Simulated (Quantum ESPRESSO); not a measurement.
A run of Quantum ESPRESSO 7.5 is set up as follows.

The input pw.in:

```
&CONTROL
  calculation = 'scf'
  prefix = 'pwscf'
  outdir = './tmp'
  pseudo_dir = './pseudo'
  tprnfor = .true.
  tstress = .true.
  disk_io = 'low'
/
&SYSTEM
  ibrav = 0
  nat = 5
  ntyp = 3
  ecutwfc = 45
  ecutrho = 360
  nbnd = 28
  occupations = 'smearing'
  smearing = 'fd'
  degauss = 0.00367493
/
&ELECTRONS
  conv_thr = 1d-09
  electron_maxstep = 120
  mixing_beta = 0.5
/
ATOMIC_SPECIES
Ba   137.3270 ba_pbe_v1.uspp.F.UPF
Zr    91.2240 zr_pbe_v1.uspp.F.UPF
O     15.9990 o_pbe_v1.2.uspp.F.UPF
CELL_PARAMETERS angstrom
   4.1913400000    0.0000000000    0.0000000000
   0.0000000000    4.1913400000    0.0000000000
   0.0000000000    0.0000000000    4.1913400000
ATOMIC_POSITIONS crystal
Ba     0.0000000000    0.0000000000    0.0000000000
Zr     0.5000000000    0.5000000000    0.5000000000
O      0.5000000000    0.5000000000    0.0000000000
O      0.5000000000    0.0000000000    0.5000000000
O      0.0000000000    0.5000000000    0.5000000000
K_POINTS automatic
6 6 6 0 0 0
```

The input scf2.in:

```
&CONTROL
  calculation = 'scf'
  prefix = 'pwscf'
  outdir = './tmp'
  pseudo_dir = './pseudo'
  tprnfor = .true.
  tstress = .true.
  disk_io = 'low'
/
&SYSTEM
  ibrav = 0
  nat = 5
  ntyp = 3
  ecutwfc = 45
  ecutrho = 360
  nbnd = 28
  occupations = 'fixed'
/
&ELECTRONS
  conv_thr = 1d-13
  electron_maxstep = 120
  mixing_beta = 0.5
  startingpot = 'file'
  startingwfc = 'file'
/
ATOMIC_SPECIES
Ba   137.3270 ba_pbe_v1.uspp.F.UPF
Zr    91.2240 zr_pbe_v1.uspp.F.UPF
O     15.9990 o_pbe_v1.2.uspp.F.UPF
CELL_PARAMETERS angstrom
   4.1913400000    0.0000000000    0.0000000000
   0.0000000000    4.1913400000    0.0000000000
   0.0000000000    0.0000000000    4.1913400000
ATOMIC_POSITIONS crystal
Ba     0.0000000000    0.0000000000    0.0000000000
Zr     0.5000000000    0.5000000000    0.5000000000
O      0.5000000000    0.5000000000    0.0000000000
O      0.5000000000    0.0000000000    0.5000000000
O      0.0000000000    0.5000000000    0.5000000000
K_POINTS automatic
6 6 6 0 0 0
```

File ph.in:

```
dielectric of BaZrO3
&INPUTPH
  prefix = 'pwscf'
  outdir = './tmp'
  tr2_ph = 1d-18
  fildyn = 'dyn'
  niter_ph = 90
  alpha_mix(1) = 0.7
  epsil = .true.
  trans = .false.
  zeu = .true.
/
0.0000000000 0.0000000000 0.0000000000
```

Potentials or basis: GBRV 1.5 PBE.

The run is started by

```bash
$ OMP_NUM_THREADS=1 pw.x -in pw.in > pw.out
$ OMP_NUM_THREADS=1 pw.x -in scf2.in > scf2.out
$ OMP_NUM_THREADS=1 ph.x -in ph.in > ph.out
```

(1) Predict the electronic dielectric tensor (diagonal).

(2) Estimate the Born charges (mean of the diagonal).

(3) Estimate the band gap on the k mesh.

(4) Predict the pressure.

Results:

(1) 4.87.

(2) Ba +2.76; Zr +6.12; O -2.97 e.

(3) 3.24 eV, indirect (least direct gap 3.44 eV).

(4) 4.5 GPa.

Caveat: the cell is more than 3 GPa from zero pressure, which shifts response properties; on a mesh that holds Γ this program's dielectric tensor can be off by some percent beyond the error of the mesh; spin-orbit coupling is left out, which moves the levels of the heavy elements.
